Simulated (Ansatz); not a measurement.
Ta:

```
Ta
1.0
     2.90037    0.00000    0.00000
    -1.45019    2.51180    0.00000
     0.00000    0.00000    5.16627
Ta
2
Direct
  0.33333 0.66667 0.25000
  0.66667 0.33333 0.75000
```

This isn't the form of Ta at room conditions, which is bcc.

Base run:

```yaml
Program: Ansatz 0.2.0
Functional: PBE
Potentials_or_basis: all-electron LAPW, scalar-relativistic
Cutoff: 252 eV (chosen from the basis error)
Basis_error_allowed: 0.001 eV/atom
k_mesh: 11 × 11 × 5
Occupations: gaussian, width 0.02 eV
Spin: no spin polarisation
```

Its results: band gap on the k mesh none (metal or under the smearing width); pressure -1.0 GPa.

**Question.** The run is repeated on the same cell with these changes: functional from PBE to RPBE. What comes out?

**Answer.** Band gap on the k mesh none (metal or under the smearing width); pressure 2.2 GPa.

RPBE binds less tightly than PBE, so the same cell stands under more pressure.
